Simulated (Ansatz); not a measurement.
**Which site? Cu in place of Al in random wurtzite alloy of AlN and GaN (72 atoms)**

Aim: make Cu in place of Al at several sites of random wurtzite alloy of AlN and GaN (72 atoms), relax each, and compare their energies.

Method: Kohn-Sham DFT, PBE, PAW (set soft_2), plane waves, in Ansatz 0.2.0.

## (1) The structure

The cell holds 72 atoms: 32 Al, 36 N and 4 Ga. Cell: a = 9.362 Å, b = 9.362 Å, c = 10.009 Å, α = 90.0°, β = 90.0°, γ = 120.0°. It derives from AlN (wurtzite) and GaN, repeated 3×3×2. Wurtzite AlN, 3 x 3 x 2 conventional cells, 4 of 36 Al sites given to Ga at random (x = 0.111), lattice by Vegard's rule (a = 3.121 Å, c = 5.005 Å); not relaxed, displaced by a Gaussian of 0.02 Å.

Coordinates:

```xyz
72
Lattice="9.3618 0.0000 0.0000 -4.6809 8.1076 0.0000 0.0000 0.0000 10.0092" Properties=species:S:1:pos:R:3 pbc="T T T"
Al    0.0066    0.0173    0.0108
N    -0.0149    1.8253    0.5973
Al   -0.0002    1.8012    2.4832
N     9.3237    0.0129    3.0840
Al    0.0060    0.0131    4.9957
N    -0.0258    1.8199    5.6021
Al   -0.0129    1.8159    7.4788
N     0.0060    0.0386    8.0907
Al    7.7809    2.7275    0.0045
N    -1.6047    4.4774    0.5954
Al   -1.5785    4.4967    2.4871
N     7.7844    2.7126    3.1034
Ga   -1.5647    2.7388    4.9685
N    -1.5645    4.4978    5.6096
Al   -1.5848    4.4761    7.5061
N     7.7893    2.7160    8.0931
Al    6.2139    5.3912    9.9822
N    -3.1171    7.1960    0.5761
Al   -3.1397    7.2102    2.5409
N     6.2207    5.3880    3.0890
Al    6.1974    5.3825    5.0308
N    -3.1162    7.2049    5.6203
Al   -3.0943    7.2167    7.4976
N    -3.1215    5.4350    8.0712
Al    3.1523    0.0086    0.0056
N     3.1436    1.8058    0.5874
Al    3.1189    1.8412    2.4838
N    -1.5799    8.0979    3.1143
Al   -1.5481    8.0917    5.0255
N     3.1381    1.7782    5.5788
Al    3.1297    1.8000    7.4971
N     3.1057    0.0002    8.1212
Al    1.5959    2.6964   10.0031
N     1.5594    4.5264    0.6075
Al    1.5711    4.4777    2.4930
N     1.5541    2.7311    3.1257
Al    1.5792    2.7211    5.0265
N     1.5796    4.5585    5.5945
Al    1.6002    4.5371    7.5260
N     1.5710    2.7220    8.0695
Al   -0.0346    5.4030    9.9976
N    -0.0010    7.2062    0.6434
Al   -0.0135    7.1844    2.5030
N    -0.0141    5.4039    3.0905
Al   -0.0044    5.3960    5.0073
N    -0.0304    7.2013    5.6137
Ga    0.0066    7.2292    7.4948
N     0.0200    5.4299    8.0925
Ga    6.2603    0.0281    0.0182
N     6.2549    1.8257    0.5612
Al    6.2552    1.8034    2.4854
N     1.5846    8.0924    3.1146
Al    6.2345    0.0311    5.0313
N     6.2005    1.8313    5.6244
Al    6.2931    1.7880    7.5426
N     6.2421    0.0288    8.1023
Al    4.6735    2.7001    9.9914
N     4.6711    4.5055    0.6172
Al    4.6632    4.4872    2.4936
N     4.6941    2.6965    3.0828
Al    4.6688    2.6968    4.9723
N     4.6847    4.5258    5.6066
Al    4.6630    4.4986    7.4954
N     4.6713    2.6880    8.1153
Al    3.1107    5.4036    0.0161
N     3.1236    7.2661    0.5911
Ga    3.1184    7.1868    2.4964
N     3.1394    5.3966    3.0935
Al    3.1487    5.3579    5.0337
N     3.1460    7.2002    5.5600
Al    3.1114    7.2130    7.4941
N     3.1019    5.3970    8.1008
```

What the set-up can't give: The Brillouin zone is sampled at Γ only, in a cell whose shortest periodic width is 8 Å.

## (2) Single point at the start

The forces at the start show how far the geometry lies from a minimum of this functional.

input.yaml

```yaml
crystal:
  lattice:
    - [9.3618, 0.0, 0.0]
    - [-4.6809, 8.10756, 0.0]
    - [0.0, 0.0, 10.0092]
  atoms:
    - { symbol: Al, position: [0.00177, 0.00213, 0.00108] }
    - { symbol: "N", position: [0.11097, 0.22513, 0.05968] }
    - { symbol: Al, position: [0.11106, 0.22216, 0.24809] }
    - { symbol: "N", position: [0.99673, 0.00159, 0.30812] }
    - { symbol: Al, position: [0.00145, 0.00162, 0.49911] }
    - { symbol: "N", position: [0.10948, 0.22447, 0.5597] }
    - { symbol: Al, position: [0.11061, 0.22398, 0.74719] }
    - { symbol: "N", position: [0.00302, 0.00476, 0.80833] }
    - { symbol: Al, position: [0.99934, 0.33641, 0.00045] }
    - { symbol: "N", position: [0.10472, 0.55225, 0.05949] }
    - { symbol: Al, position: [0.1087, 0.55463, 0.24848] }
    - { symbol: "N", position: [0.9988, 0.33458, 0.31005] }
    - { symbol: Ga, position: [0.00177, 0.33781, 0.49639] }
    - { symbol: "N", position: [0.11027, 0.55477, 0.56044] }
    - { symbol: Al, position: [0.10676, 0.55209, 0.74992] }
    - { symbol: "N", position: [0.99953, 0.33499, 0.80857] }
    - { symbol: Al, position: [0.99623, 0.66496, 0.9973] }
    - { symbol: "N", position: [0.11083, 0.88757, 0.05756] }
    - { symbol: Al, position: [0.10929, 0.88932, 0.25386] }
    - { symbol: "N", position: [0.99676, 0.66457, 0.30862] }
    - { symbol: Al, position: [0.99393, 0.66389, 0.50262] }
    - { symbol: "N", position: [0.11147, 0.88867, 0.56151] }
    - { symbol: Al, position: [0.11454, 0.89012, 0.74907] }
    - { symbol: "N", position: [0.00175, 0.67036, 0.80638] }
    - { symbol: Al, position: [0.33725, 0.00106, 0.00056] }
    - { symbol: "N", position: [0.44716, 0.22273, 0.05869] }
    - { symbol: Al, position: [0.4467, 0.2271, 0.24815] }
    - { symbol: "N", position: [0.33064, 0.99881, 0.31114] }
    - { symbol: Al, position: [0.33366, 0.99804, 0.50209] }
    - { symbol: "N", position: [0.44486, 0.21932, 0.55737] }
    - { symbol: Al, position: [0.44531, 0.22201, 0.74902] }
    - { symbol: "N", position: [0.33175, 2.0e-05, 0.81137] }
    - { symbol: Al, position: [0.33676, 0.33258, 0.99939] }
    - { symbol: "N", position: [0.44572, 0.55829, 0.06069] }
    - { symbol: Al, position: [0.44396, 0.55229, 0.24907] }
    - { symbol: "N", position: [0.33443, 0.33686, 0.31228] }
    - { symbol: Al, position: [0.3365, 0.33562, 0.50219] }
    - { symbol: "N", position: [0.44985, 0.56225, 0.55894] }
    - { symbol: Al, position: [0.45073, 0.55961, 0.75191] }
    - { symbol: "N", position: [0.33567, 0.33573, 0.80621] }
    - { symbol: Al, position: [0.32951, 0.66641, 0.99884] }
    - { symbol: "N", position: [0.4443, 0.88882, 0.06428] }
    - { symbol: Al, position: [0.44162, 0.88613, 0.25007] }
    - { symbol: "N", position: [0.33175, 0.66652, 0.30877] }
    - { symbol: Al, position: [0.3323, 0.66555, 0.50027] }
    - { symbol: "N", position: [0.44086, 0.88822, 0.56085] }
    - { symbol: Ga, position: [0.44653, 0.89166, 0.74879] }
    - { symbol: "N", position: [0.337, 0.66973, 0.80851] }
    - { symbol: Ga, position: [0.67044, 0.00346, 0.00182] }
    - { symbol: "N", position: [0.78072, 0.22519, 0.05607] }
    - { symbol: Al, position: [0.77938, 0.22243, 0.24831] }
    - { symbol: "N", position: [0.66833, 0.99813, 0.31117] }
    - { symbol: Al, position: [0.66787, 0.00384, 0.50267] }
    - { symbol: "N", position: [0.77525, 0.22587, 0.56192] }
    - { symbol: Al, position: [0.78248, 0.22054, 0.75357] }
    - { symbol: "N", position: [0.66854, 0.00355, 0.80949] }
    - { symbol: Al, position: [0.66572, 0.33303, 0.99822] }
    - { symbol: "N", position: [0.77681, 0.55571, 0.06166] }
    - { symbol: Al, position: [0.77484, 0.55346, 0.24913] }
    - { symbol: "N", position: [0.6677, 0.33259, 0.308] }
    - { symbol: Al, position: [0.66502, 0.33263, 0.49677] }
    - { symbol: "N", position: [0.77952, 0.55822, 0.56014] }
    - { symbol: Al, position: [0.77552, 0.55487, 0.74885] }
    - { symbol: "N", position: [0.66474, 0.33154, 0.81078] }
    - { symbol: Al, position: [0.66552, 0.66649, 0.00161] }
    - { symbol: "N", position: [0.78176, 0.89621, 0.05906] }
    - { symbol: Ga, position: [0.77631, 0.88643, 0.24941] }
    - { symbol: "N", position: [0.66816, 0.66563, 0.30907] }
    - { symbol: Al, position: [0.66676, 0.66085, 0.50291] }
    - { symbol: "N", position: [0.78009, 0.88808, 0.55549] }
    - { symbol: Al, position: [0.77718, 0.88966, 0.74872] }
    - { symbol: "N", position: [0.66418, 0.66568, 0.80934] }
kpoints:
  mp_grid: { grid: [1, 1, 1] }
hamiltonian:
  xc: pbe
scf:
  occupations: { method: gaussian, width: 0.025 }
output:
  forces: true
```

Command:

```sh
ansatz run input.yaml --threads 4 --pin off --max-ram 8192MiB --backend cpu --events-out ev --progress --plain --runs-dir out
```

Numbers of over 12 decimals in the logs are rounded to 6 here.

Output:

```text
Engine: ansatz 0.2.0, aarch64-unknown-linux-gnu
Pseudopotentials: kind: paw
Pseudopotential: Al, paw, valence charge 3, recommended cutoff 420 eV (normal), Al.paw.azcp
Pseudopotential: N, paw, valence charge 5, recommended cutoff 420 eV (normal), N.paw.azcp
Pseudopotential: Ga, paw, valence charge 13, recommended cutoff 420 eV (normal), Ga.paw.azcp
[... 5 lines on functional and potentials left out ...]
Crystal: 72 atoms, lattice volume = 759.712 Å³
Basis set: ecut = 420 eV, 14817 PW (Γ), exchange–correlation on 128×128×144 points (8 copies of the dense FFT grid, shifted against one another)
Bands: 236, of which v1, the nominal top of the filled ones, is band 164 counted from 1 (163 counted from 0)
Symmetry: 1 space group operations
Space group: P1 (ITA 1), of the structure as read, at distance tolerance 9.1e-5 Å
k-points: 1
[... 7 lines on functional and potentials left out ...]
Initial density: superposition of atomic densities (neutral atoms: chi_scale 0, normalization atom), corrected by the library's trained network
Initial wavefunctions: pseudopotential atomic-orbital guess
Functional: x = pbe(κ = 0.804, μ = 0.219515), c = pbe(β = 0.066725)
SCF iter   1: F=—  HF=-46242.646869 eV  |F-HF|=—  |Δ(HF+E_count)|=         —  Δρ=3.96e-3  dr2=1.24e-1  ethr=1.77e-3  ⟨swp⟩=6.0  Hψ=1071  notcnv=0  defer=19
preconditioner: auto → Resta (q_TF=auto, 2.372 Å⁻¹)  ε∞=4.1  [insulator: Δε(μ)=3.858 eV  Ē_g=13.914 eV  σ=0.025 eV  W_gap=1.00  n_scr=162 (ndim 8)  ℏωp=24.4 eV  f_vac=0.000  D(μ)=0.00/eV (n_scr^D=0)  ε∞_Penn≈4.1]
SCF iter   2: F=—  HF=-46242.616177 eV  |F-HF|=—  |Δ(HF+E_count)|=   3.07e-2  Δρ=1.54e-3  dr2=1.17e-2  ethr=3.77e-5  ⟨swp⟩=2.0  Hψ=349  notcnv=0  defer=64
SCF iter   3: F=—  HF=-46242.617048 eV  |F-HF|=—  |Δ(HF+E_count)|=   8.72e-4  Δρ=7.37e-4  dr2=3.16e-3  ethr=3.56e-6  ⟨swp⟩=1.0  Hψ=172  notcnv=0  defer=18
automatic band count: iteration 3 solves 190 bands in place of 236: the levels show a gap, and the empty bands left out lie too high to hold charge; the band table lists the bands solved (type scf.n_extra_bands for more)
SCF iter   4: F=—  HF=-46242.617655 eV  |F-HF|=—  |Δ(HF+E_count)|=   6.06e-4  Δρ=1.36e-4  dr2=1.10e-4  ethr=9.63e-7  ⟨swp⟩=2.0  Hψ=303  notcnv=0  defer=18
SCF iter   5: F=—  HF=-46242.617629 eV  |F-HF|=—  |Δ(HF+E_count)|=   2.56e-5  Δρ=6.39e-5  dr2=2.42e-5  ethr=3.37e-8  ⟨swp⟩=2.0  Hψ=336  notcnv=0  defer=18
SCF iter   6: F=—  HF=-46242.615245 eV  |F-HF|=—  |Δ(HF+E_count)|=   2.38e-3  Δρ=3.10e-5  dr2=6.69e-6  ethr=7.37e-9  ⟨swp⟩=2.0  Hψ=336  notcnv=0  defer=18
SCF iter   7: F=—  HF=-46242.615246 eV  |F-HF|=—  |Δ(HF+E_count)|=   7.37e-7  Δρ=7.78e-6  dr2=4.17e-7  ethr=2.04e-9  ⟨swp⟩=2.0  Hψ=333  notcnv=0  defer=18
SCF iter   8: F=-46242.615246 eV  HF=-46242.615246 eV  |F-HF|=4.69e-9  |Δ(HF+E_count)|=   1.52e-7  Δρ=1.97e-6  dr2=2.96e-8  ethr=3.05e-11  ⟨swp⟩=4.0  Hψ=682  notcnv=0
SCF 1 converged in 8 iterations: F = -46242.615246 eV  dr2 = 2.96e-8
  greatest PAW one-centre occupation: 0.996 electrons in one spin orbital (limit 2), on the Ga atom at site 66 (counted from 0), in its partial waves of l = 2
SCF converged after 8 iterations
Free energy (F): -46242.615246 eV
Harris-Foulkes:  -46242.615246 eV  (|F-HF|=4.69e-9)
Internal energy: -46242.615246 eV  (E = F + TS)
E sigma→0 (E₀):  -46242.615246 eV
Fermi energy:    9.482605 eV
--- Per-component energies (eV) ---
  E_band       = 429.641494
  E_kinetic    = 6108.773334
  E_local      = -18462.308588  (includes V_loc(G=0)·N_el)
  E_nonlocal   = 3667.588288
  E_hartree    = 7802.632303
  E_xc         = -3776.382392
  E_vxc        = -3994.864100  (∫ρ·V_xc dr)
  E_paw        = -27527.633321  (= ΣΔE_a)
  E_vpaw       = -2494.811658  (= ΣTr[D̂ρ^β])
  E_aug_tail   = 0.002903  (compensation charges beyond the density's cutoff)
  E_ewald      = -14055.287774
  E_smearing   = -0.000000  (= −TS)
  E_closure    = -0.000000  (closes the sum)
  Σ components = -46242.615246   (vs F -46242.615246, Δ=0.00e0)
--- Forces (eV/Å), atoms counted from 1 ---
  atom   1  Al     0.25768871     0.04410991    -0.33428819
  atom   2  N      0.47686277     0.10821078    -0.25931733
  atom   3  Al    -0.15159901     0.23918188     0.47779559
  atom   4  N      1.61336172     0.59416067     0.50764500
  atom   5  Al    -0.07100501    -0.03850822     0.19308000
  atom   6  N      1.34010495    -0.42345228    -0.09609865
  atom   7  Al     0.26639880     0.10587492     0.47830381
  atom   8  N     -0.18005593    -0.50922854     0.04464453
  atom   9  Al     0.55701148    -0.42823501    -0.29101203
  atom  10  N      0.39800782     0.68545799    -0.33620755
  atom  11  Al     0.00111955     0.34144931     0.38732353
  atom  12  N      0.30948786    -0.16465369    -1.87342618
  atom  13  Ga    -0.39511426    -0.69392992     0.67279275
  atom  14  N     -0.13327402     1.36721812     0.25932454
[...]
atom  71  Al     0.50244580     0.12261646    -0.03643780
  atom  72  N      0.85893112     0.61231640     0.26107614
  max |Σ_I F_I| component: 2.88e-4 eV/Å
```

The job ended after 4.3 s (4 threads of Arm Neoverse V1, shared host; peak memory 0.82 GiB).

The r.m.s. force at the start is 0.54 eV/Å.

## (3) Relaxation

The atoms are relaxed in the fixed cell, aiming at the force tolerance of the input.

input.yaml

```yaml
crystal:
  lattice:
    - [9.3618, 0.0, 0.0]
    - [-4.6809, 8.10756, 0.0]
    - [0.0, 0.0, 10.0092]
  atoms:
    [... the 72 atom lines of step 2 ...]
kpoints:
  mp_grid: { grid: [1, 1, 1] }
hamiltonian:
  xc: pbe
scf:
  occupations: { method: gaussian, width: 0.025 }
output:
  forces: true
relax:
  f_tol: 0.05
  max_steps: 120
```

Output:

```text
[...]
Crystal: 72 atoms, lattice volume = 759.712 Å³
Basis set: ecut = 420 eV, 14817 PW (Γ), exchange–correlation on 128×128×144 points (8 copies of the dense FFT grid, shifted against one another)
Bands: 236, of which v1, the nominal top of the filled ones, is band 164 counted from 1 (163 counted from 0)
Symmetry: 1 space group operations
[...]
k-points: 1
[...]
SCF iter   1: F=—  HF=-46242.646869 eV  |F-HF|=—  |Δ(HF+E_count)|=         —  Δρ=3.96e-3  dr2=1.24e-1  ethr=1.77e-3  ⟨swp⟩=6.0  Hψ=1071  notcnv=0  defer=19
[...]
SCF iter   5: F=-46242.615228 eV  HF=-46242.615244 eV  |F-HF|=1.66e-5  |Δ(HF+E_count)|=   4.65e-6  Δρ=6.40e-5  dr2=2.39e-5  ethr=3.18e-8  ⟨swp⟩=2.0  Hψ=336  notcnv=0  defer=64
SCF iter   6: F=-46242.615242 eV  HF=-46242.615245 eV  |F-HF|=2.72e-6  |Δ(HF+E_count)|=   8.18e-7  Δρ=3.00e-5  dr2=6.34e-6  ethr=7.29e-9  ⟨swp⟩=2.0  Hψ=575  notcnv=0
SCF 1 converged in 6 iterations: F = -46242.615242 eV  dr2 = 6.34e-6
[...]
relax step   1: F+E_penalty+E_count = -46242.61524225 eV  Δ(F+E_penalty+E_count) = +0.000e0 eV  max|allowed force component| = 1.874e0 eV/Å  Δτ_max = 0.0000 Å  (6 SCF iters, dr2 threshold 6.25e-5 eV, accepted)
[...]
relax step   2: F+E_penalty+E_count = -46243.57541182 eV  Δ(F+E_penalty+E_count) = -9.602e-1 eV  max|allowed force component| = 9.225e-1 eV/Å  Δτ_max = 0.0572 Å  (5 SCF iters, dr2 threshold 1.00e-4 eV, accepted)
[...]
relax step   3: F+E_penalty+E_count = -46243.92030587 eV  Δ(F+E_penalty+E_count) = -3.449e-1 eV  max|allowed force component| = 3.790e-2 eV/Å  Δτ_max = 0.0472 Å  (5 SCF iters, dr2 threshold 5.32e-5 eV, accepted)
[...]
relax step   4: F+E_penalty+E_count = -46243.92034926 eV  Δ(F+E_penalty+E_count) = -4.339e-5 eV  max|allowed force component| = 3.869e-2 eV/Å  Δτ_max = 0.0000 Å  (5 SCF iters, accepted)
SCF converged after 5 iterations
Free energy (F): -46243.920349 eV
[...]
Internal energy: -46243.920349 eV  (E = F + TS)
E sigma→0 (E₀):  -46243.920349 eV
Fermi energy:    9.452527 eV
[...]
Σ components = -46243.920349   (vs F -46243.920349, Δ=0.00e0)
--- Forces (eV/Å), atoms counted from 1 ---
  atom   1  Al     0.02467097     0.00626891     0.00942426
  atom   2  N     -0.01859170    -0.00316156     0.00287149
  atom   3  Al     0.00155744     0.00503573    -0.00495111
  atom   4  N     -0.00383778    -0.00761227    -0.00320210
[...]
atom  72  N      0.00409270     0.01564624     0.00806587
  max |Σ_I F_I| component: 3.86e-4 eV/Å
--- Relaxed structure (4 steps of the walk, 4 accepted, 0 SCFs on fresh bases) ---
  F+E_penalty+E_count = -46243.92034926 eV   max|allowed force component| = 3.869e-2 eV/Å
  atoms:
    - { symbol: Al, position: [0.00191291, 0.000785213, -0.00120098] }
    - { symbol: N, position: [0.111610, 0.222523, 0.058008] }
    - { symbol: Al, position: [0.112531, 0.223032, 0.249039] }
    - { symbol: N, position: [1.006200, 0.0038855, 0.311735] }
[...]
- { symbol: N, position: [0.666432, 0.666838, 0.807994] }
```

Run time: 14 s. Hardware: 4 threads; peak memory 0.79 GiB; 51 s of CPU time.

The relaxation converged after 4 steps, 1.31 eV below its start, with a largest force component of 0.039 eV/Å.

## (4) Single point at the relaxed geometry

The electronic structure is read at the final geometry, in a run of its own.

input.yaml

```yaml
crystal:
  lattice:
    - [9.3618, 0.0, 0.0]
    - [-4.6809, 8.10756, 0.0]
    - [0.0, 0.0, 10.0092]
  atoms:
    - { symbol: Al, position: [0.00191, 0.00079, 0.9988] }
    - { symbol: "N", position: [0.11161, 0.22252, 0.05801] }
    - { symbol: Al, position: [0.11253, 0.22303, 0.24904] }
    - { symbol: "N", position: [0.0062, 0.00389, 0.31173] }
    - { symbol: Al, position: [0.00098, 0.00034, 0.50157] }
    - { symbol: "N", position: [0.11432, 0.22072, 0.56185] }
    [... 60 atom lines left out ...]
    - { symbol: Ga, position: [0.77833, 0.88881, 0.25022] }
    - { symbol: "N", position: [0.66372, 0.66104, 0.31182] }
    - { symbol: Al, position: [0.66652, 0.66648, 0.50172] }
    - { symbol: "N", position: [0.77814, 0.88934, 0.55827] }
    - { symbol: Al, position: [0.77894, 0.88887, 0.7491] }
    - { symbol: "N", position: [0.66643, 0.66684, 0.80799] }
kpoints:
  mp_grid: { grid: [1, 1, 1] }
hamiltonian:
  xc: pbe
scf:
  occupations: { method: gaussian, width: 0.025 }
output:
  forces: true
  stress: true
  populations: intrinsic
  dos:
    method: { smearing: { sigma: 0.1 } }
    de: 0.1
    projected: { site_lists: { Al: [Al], Ga: [Ga], "N": ["N"] } }
  eigenvalues: true
  write_density: true
  write_potential: true
  volumetric_format: npy
```

Output:

```text
[...]
Crystal: 72 atoms, lattice volume = 759.712 Å³
Basis set: ecut = 420 eV, 14817 PW (Γ), exchange–correlation on 128×128×144 points (8 copies of the dense FFT grid, shifted against one another)
Bands: 236, of which v1, the nominal top of the filled ones, is band 164 counted from 1 (163 counted from 0)
Symmetry: 1 space group operations
[...]
k-points: 1
[...]
SCF iter   1: F=—  HF=-46243.951098 eV  |F-HF|=—  |Δ(HF+E_count)|=         —  Δρ=3.91e-3  dr2=1.14e-1  ethr=1.77e-3  ⟨swp⟩=6.0  Hψ=959  notcnv=0  defer=56
[...]
SCF iter   8: F=-46243.920349 eV  HF=-46243.920349 eV  |F-HF|=1.64e-9  |Δ(HF+E_count)|=   7.76e-8  Δρ=1.45e-6  dr2=1.51e-8  ethr=3.05e-11  ⟨swp⟩=21.0  Hψ=1982  notcnv=0
SCF 1 converged in 8 iterations: F = -46243.920349 eV  dr2 = 1.51e-8
[...]
SCF converged after 8 iterations
Free energy (F): -46243.920349 eV
[...]
Internal energy: -46243.920349 eV  (E = F + TS)
E sigma→0 (E₀):  -46243.920349 eV
Fermi energy:    9.452551 eV
[...]
--- Forces (eV/Å), atoms counted from 1 ---
  atom   1  Al     0.02547566     0.00510537     0.00947683
  atom   2  N     -0.01888992    -0.00241701     0.00248676
  atom   3  Al     0.00176977     0.00570058    -0.00524774
  atom   4  N     -0.00418586    -0.00861675    -0.00195461
  atom   5  Al     0.00076885     0.00619201     0.01259287
  atom   6  N      0.00151297    -0.01483693     0.00695118
  atom   7  Al     0.00420547     0.01207455     0.01471533
  atom   8  N     -0.01212224    -0.01532683    -0.00602425
  atom   9  Al     0.01123629     0.00065061    -0.01715194
  atom  10  N     -0.00166107    -0.00324344    -0.00234755
  atom  11  Al    -0.00227467    -0.00787348     0.00078250
  atom  12  N      0.01208435     0.00353890     0.01419022
  atom  13  Ga     0.03239351     0.00806911    -0.03175461
  atom  14  N     -0.00312128     0.01963141    -0.00594938
[...]
atom  71  Al     0.03762690    -0.00852768    -0.00394474
  atom  72  N      0.00461923     0.01500372     0.00864450
  max |Σ_I F_I| component: 4.29e-4 eV/Å
--- Stress (GPa, compression-positive) ---
        4.788357      -0.002621      -0.000878
       -0.002620       4.790127      -0.013067
       -0.000878      -0.013068       2.646023
  P = ⅓ Tr σ = 4.0748 GPa (40.748 kbar)
--- Band table (eV) ---
[...]
--- intrinsic populations: 72 sites ---
  site symbol       q [e]
     0     Al      1.8858
     1      N      6.1030
     2     Al      1.8856
[...]
71      N      6.1040
  spilling = 0.000000 (of n_electrons = 328.000000)
```

It took 7.7 s on 4 threads; peak memory 0.83 GiB.

The run gave:

- free energy: -46243.9203 eV
- free energy per atom: -642.2767 eV/atom
- SCF cycles: 8
- pressure: 4.075 GPa
- r.m.s. force component: 0.01136 eV/Å
- longest force: 0.04607 eV/Å
- Fermi energy: 9.453 eV
- gap (highest filled to lowest empty level): 3.833 eV

(Continued in part 2 of 2.)

[Logs are printed without paths, hosts, clocks, repeated set-up lines and the standing remarks that a program may print on its own settings, such as how far it seeks lower states.]

[Hosts, paths, dates, database ids (printed as entryN), source tags and the programs' standing remarks are cut or masked in the printed files.]
